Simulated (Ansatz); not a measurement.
# BaS in Ansatz, settings compared

input.yaml:

```yaml
crystal:
  lattice:
    - [0.0, 3.21890009, 3.21890009]
    - [3.21890009, 0.0, 3.21890009]
    - [3.21890009, 3.21890009, 0.0]
  atoms:
    - { symbol: S, position: [0.5, 0.5, 0.5] }
    - { symbol: Ba, position: [0.0, 0.0, 0.0] }
kpoints:
  mp_grid: { grid: [5, 5, 5], shift: [0, 0, 0] }
magnetization:
  spin_polarized: true
scf:
  occupations: { method: fermi_dirac }
hamiltonian:
  pseudopotentials: { kind: paw }
  xc: pbe
basis:
  ecutwfc: 420
output:
  forces: true
  stress: true
  eigenvalues: true
```

Launch command:

```bash
ansatz run input.yaml --threads 1 --pin off --max-ram 2560MiB --backend cpu --events-out ev --progress --plain --runs-dir out
```

Origin of the cell: a database entry, scaled a little.

The smearing width isn't typed, so it takes its default of 0.1 eV.

Output of this run (shortened):

```
Pseudopotentials: kind: paw
Pseudopotential: S, paw, valence charge 6, recommended cutoff 420 eV (normal), S.paw.azcp
Pseudopotential: Ba, paw, valence charge 10, recommended cutoff 420 eV (normal), Ba.paw.azcp
Functional definition: PBE
  exchange = pbe_x(kappa = kappa, mu = beta*pi^2/3)
  correlation = pbe_c(beta = beta)
Crystal: 2 atoms, lattice volume = 66.704 Å³
Basis set: ecut = 420 eV, 1291 PW (Γ), exchange–correlation on 64×64×64 points (8 copies of the dense FFT grid, shifted against one another)
Bands: 12, of which v1, the nominal top of the filled ones, is band 8 counted from 1 (7 counted from 0)
Symmetry: 48 space group operations
Space group: Fm-3m (ITA 225), of the structure as read, at distance tolerance 4.1e-5 Å
k-points: 10 of 125
[… 5 lines left out …]
Initial density: superposition of atomic densities (chi_scale 0.1, normalization cell, long waves kept (reshape's long-wave potential 0.00 eV rms))
Functional: x = pbe(κ = 0.804, μ = 0.219515), c = pbe(β = 0.066725)
SCF iter   1: F=—  HF=-6855.429384 eV  Δρ=1.31e-2  dr2=6.43e-1  dr2_m=8.12e-3  M=0.379 μB ∫|m|=0.379 μB
SCF iter   2: F=—  HF=-6855.940412 eV  Δρ=1.18e-2  dr2=5.01e-1  dr2_m=7.99e-3  M=0.000 μB ∫|m|=0.015 μB
SCF iter   3: F=—  HF=-6855.855800 eV  Δρ=6.30e-3  dr2=1.63e-1  dr2_m=0.00e0  M=0.000 μB ∫|m|=0.000 μB
SCF iter   4: F=—  HF=-6855.846976 eV  Δρ=4.28e-3  dr2=7.06e-2  dr2_m=0.00e0  M=0.000 μB ∫|m|=0.000 μB
SCF iter   5: F=—  HF=-6855.862390 eV  Δρ=8.71e-4  dr2=2.05e-3  dr2_m=0.00e0  M=0.000 μB ∫|m|=0.000 μB
SCF iter   6: F=—  HF=-6855.863251 eV  Δρ=2.63e-4  dr2=4.16e-4  dr2_m=0.00e0  M=0.000 μB ∫|m|=0.000 μB
SCF iter   7: F=—  HF=-6855.863312 eV  Δρ=5.44e-5  dr2=3.83e-6  dr2_m=0.00e0  M=0.000 μB ∫|m|=0.000 μB
SCF iter   8: F=—  HF=-6855.863320 eV  Δρ=1.04e-5  dr2=1.97e-7  dr2_m=0.00e0  M=0.000 μB ∫|m|=0.000 μB
SCF iter   9: F=-6855.863321 eV  HF=-6855.863321 eV  Δρ=5.69e-7  dr2=8.83e-10  dr2_m=0.00e0  M=0.000 μB ∫|m|=0.000 μB
SCF 1 converged in 9 iterations: F = -6855.863321 eV  dr2 = 8.83e-10
SCF converged after 9 iterations
Magnetization: 0.0000 μB (8.0000 up, 8.0000 down)
Absolute magnetization: 0.0000 μB (∫|ρ↑−ρ↓|)
Spin contamination: 0.0000 ħ² per cell (⟨S²⟩ above its minimum at these occupations)
Per-site moments (μB) at R_I (Å): [(0.0, 1.327796), (0.0, 1.327796)]
Free energy (F): -6855.863321 eV
Harris-Foulkes:  -6855.863321 eV  (|F-HF|=1.28e-9)
Internal energy: -6855.863318 eV  (E = F + TS)
E sigma→0 (E₀):  -6855.863319 eV
Entropy (-TS):   -0.000003 eV (-0.001 meV/atom)
Fermi energy:    6.780581 eV
--- Per-component energies (eV) ---
  E_band       = -54.864391
  E_kinetic    = 275.866108
  E_local      = -410.923460  (includes V_loc(G=0)·N_el)
  E_nonlocal   = 85.103522
  E_hartree    = 130.194400
  E_xc         = -266.435810
  E_vxc        = -224.623452  (∫ρ·V_xc dr)
  E_paw        = -5826.073636  (= ΣΔE_a)
  E_vpaw       = -40.675947  (= ΣTr[D̂ρ^β])
  E_aug_tail   = -0.000000  (compensation charges beyond the density's cutoff)
  E_ewald      = -843.594441
  E_smearing   = -0.000003  (= −TS)
  Σ components = -6855.863321   (vs F -6855.863321, Δ=0.00e0)
--- Forces (eV/Å), atoms counted from 1 ---
  atom   1  S      0.000000     0.000000     0.000000
  atom   2  Ba    -0.000000     0.000000     0.000000
  max |Σ_I F_I| component: 0.0 eV/Å
--- Stress (GPa, compression-positive) ---
       -0.175369      -0.000000       0.000000
       -0.000000      -0.175369       0.000000
        0.000000      -0.000000      -0.175369
  P = ⅓ Tr σ = -0.1754 GPa (-1.754 kbar)
```

The same input was run again with these changes:

1. `basis.ecutwfc` 420 → "29.4 Ry"; `accuracy` default → low; `basis.ecutrho_ratio` default → 12
2. `basis.xc_grid` default → 3
3. `kpoints.mp_grid.grid` [5, 5, 5] → [8, 8, 8]; `hamiltonian.dispersion` default → d3bjatm
4. `scf.n_extra_bands` default → 2

| run | end | SCF iterations | P (GPa) | max force component (eV/Å) | moment (μB) | ΔE(σ→0) (meV/atom) |
| --- | --- | --- | --- | --- | --- | --- |
| base | converged | 9 | -0.18 | 0.000 | 0.00 | 0 |
| 1 | converged | 9 | -0.18 | 0.000 | 0.00 | 0.03 |
| 2 | converged | 9 | -0.18 | 0.000 | 0.00 | 0.00 |
| 3 | converged | 9 | -1.42 | 0.000 | 0.00 | – |
| 4 | converged | 9 | -0.18 | 0.000 | 0.00 | 0.00 |

Energies are compared only where functional, datasets, charge and starting cell are the same.

Caveats of the base run: spin is on but no moment was typed.

Run 1: the cutoff lies below the datasets' advice.

The base run took 0.54 s on 1 thread of AMD EPYC 9R45 96-Core Processor (Zen 5) (shared host), peak memory 0.35 GiB, from the program's own first density.
